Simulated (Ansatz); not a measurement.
# TePt in Ansatz: the effect of Hubbard term

TePt:

```
CELL_PARAMETERS angstrom
1.98157 1.14406 6.66103
-1.98157 1.14406 6.66103
0.00000 -2.28812 6.66103
ATOMIC_POSITIONS crystal
Pt 0.12967 0.12967 0.12967
Pt 0.87033 0.87033 0.87033
Te 0.40200 0.40200 0.40200
Te 0.59800 0.59800 0.59800
```

Alike in all runs:

| Item | Value |
| --- | --- |
| Program | Ansatz 0.2.0 |
| Task | band structure |
| Functional | PBEsol |
| Potentials or basis | Ansatz PAW |
| Cutoff | 420 eV (not typed: the program's choice for these potentials) |
| k mesh | 8 × 8 × 8 |
| Occupations | fermi-dirac, width 0.05 eV |
| Spin | no spin polarisation |
| Path | [["G", "L", "B1"], ["B", "Z", "G", "X"], ["Q", "F", "P1", "Z"], ["L", "P"]] |
| Points for each segment of the path | 14 |
| Hubbard projectors | ortho-atomic (the default) |
| Double counting | fll (the default) |

| Hubbard term | pressure (GPa) | largest force (eV/Å) |
| --- | --- | --- |
| none | -0.3 | 0.19 |
| Pt d U = 1 eV | -0.4 | 0.19 |
| Pt d U = 2 eV | ? | ? |
| Pt d U = 3 eV | -0.4 | 0.17 |
| Pt d U = 4 eV | -0.3 | 0.15 |
| Pt d U = 5 eV | -0.2 | 0.15 |
| Pt d U = 6 eV | -0.1 | 0.17 |
| Pt d U = 8 eV | 0.3 | 0.22 |

Problem. What does the run with Hubbard term Pt d U = 2 eV give?

Solution. Pressure -0.4 GPa; largest force 0.18 eV/Å.

Worked out: A parabola through the other rows of the pressure, of slope -0.000242 GPa per eV there, gives -0.4 GPa, against the run's -0.4. A parabola through the other rows of the largest force, of slope -0.0112 eV/Å per eV there, gives 0.16 eV/Å, against the run's 0.18.

Caveats: the PAW data sets come from PBE, with cores solved anew for the run's functional, which leaves a small shift of forces and pressure; U without spin polarisation on a metal has little footing (some runs); the U is typed as a test and isn't derived for this compound (some runs).
